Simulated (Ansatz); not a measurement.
The system is Zr.

```
Zr
1.0
     3.23200    0.00000    0.00000
    -1.61600    2.79899    0.00000
     0.00000    0.00000    5.14700
Zr
2
Direct
  0.33465 0.67413 0.25390
  0.66535 0.32587 0.74610
```

The cell isn't the ideal one: atom 2 moved 0.06 Å.

Base run:

* Program: Ansatz 0.2.0
* Functional: LDA
* Potentials or basis: Ansatz PAW
* Cutoff: 420 eV (not typed: the program's choice for these potentials)
* k mesh: 9 × 9 × 5
* Occupations: fermi-dirac, width 0.05 eV
* Spin: no spin polarisation

Its results: band gap on the k mesh none (metal or under the smearing width); pressure -6.0 GPa; largest force 0.141 eV/Å.

Problem. The run is repeated on the same cell with these changes: functional from LDA to r2SCAN; cutoff from 420 eV (not typed: the program's choice for these potentials) to 500 eV (not typed: the program's choice for these potentials). What comes out?

Solution. Band gap on the k mesh none (metal or under the smearing width); pressure 0.9 GPa; largest force 0.156 eV/Å.

Caveats: the PAW data sets come from PBE, with cores solved anew for the run's functional, which leaves a small shift of forces and pressure.
